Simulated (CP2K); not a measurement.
The system is Tc.

```
Tc
1.0
     2.75772    0.00000    0.00000
     1.37886    2.38825    0.00000
     1.37886    0.79608    2.25167
Tc
1
Direct
  0.00000 0.00000 0.00000
```

This isn't the form of Tc at room conditions, which is hcp.

Base run:

- Program: CP2K 2026.2
- Functional: PBEsol
- Potentials or basis: POTENTIAL_UZH Tc GTH-PBE-q15; TZVP-MOLOPT-PBE-GTH basis
- Density cutoff: 9184 eV
- k mesh: 12 × 12 × 12
- Occupations: fermi-dirac, width 0.05 eV
- Spin: no spin polarisation

Its results: band gap on the k mesh none (metal or under the smearing width); pressure -11.3 GPa.

Task: The run is repeated on the same cell with these changes: functional from PBEsol to LDA. What comes out?

Result: Band gap on the k mesh none (metal or under the smearing width); pressure -15.9 GPa.

LDA binds more tightly than PBEsol, so the same cell stands under less pressure.

Caveats: the potentials were made for another functional, which shifts forces and pressure; the basis of atomic orbitals isn't converged, which shifts pressures, moduli and gaps.
